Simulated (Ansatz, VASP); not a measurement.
## One calculation of Mg, two programs

```
CELL_PARAMETERS angstrom
3.21007 0.00000 0.00000
0.00000 5.13791 0.00000
0.00000 0.00000 17.70667
ATOMIC_POSITIONS crystal
Mg 0.00000 0.75000 0.39533
Mg 0.50000 0.25000 0.44767
Mg 0.50000 0.75000 0.55768
Mg 0.00000 0.25000 0.60229
```

Alike in both runs: functional PBE; k mesh 9 × 6 × 1; occupations gaussian, width 0.1 eV; no spin polarisation.

Ansatz relaxed the structure, and its values are those at the end. VASP's run is a single point on that final structure, the one shown.

```csv
,VASP,Ansatz
version,VASP 6.6.1,Ansatz 0.2.0
potentials or method,"VASP PAW PBE potentials, release 64 (Mg)","scalar-relativistic, plane waves, PAW"
plane-wave cutoff (eV),520,420
valence electrons in the cell,8,40
```

VASP gave:

```
gap on the k mesh at the Fermi level (eV)  : none
rms of the force components (eV/Å)         : 0.063
work function, face that differs most (eV) : 3.34
```

Question: Estimate Ansatz's values.

Answer: gap on the k mesh at the Fermi level (eV): none; rms of the force components (eV/Å): 0.062; work function, face that differs most (eV): 3.57.

A gap of «none» marks a metal or a gap that the smearing closes. With one functional, cell and mesh, what is left measures potentials, basis and numerics. The two sets of potentials don't hold the same shells in valence.
